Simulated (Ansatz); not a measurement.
## Property card for Ti₂C

Theory: Ansatz 0.2.0, DFT r2SCAN, scalar-relativistic, plane waves, PAW.

Settings: cutoff 500 eV, Γ-centred mesh 18×18×18 on the computed 3-atom cell, Gaussian smearing of 0.10 eV; no spin polarisation.

The structure is relaxed at this level of theory with its symmetry kept. Whether it is the stable form of this composition wasn't checked.

Symmetry: R-3m, No. 166, trigonal system. Conventional cell: a = 3.078 Å, b = 3.078 Å, c = 14.463 Å, α = 90.00°, β = 90.00°, γ = 120.00°. Ti (site symmetry 3m) is surrounded by 3 C at 2.11 Å. C (site symmetry -3m) has 6 Ti at 2.11 Å as nearest neighbours.

```json
{"Volume per atom": "89.0 bohr³", "Formation energy from the elements' standard states (uncorrected)": "-0.743 eV/atom", "Generalised Kohn–Sham band gap": "none (metal)", "Density of states at the Fermi level": "1.92 states/eV per cell", "Löwdin character within 0.5 eV of the Fermi level": "Ti 3d 90 %", "Bulk modulus": "140 GPa", "Its pressure derivative": "4.6", "Bader charges (e)": "Ti (2 in the cell) 1.11, C (1 in the cell) -2.23"}
```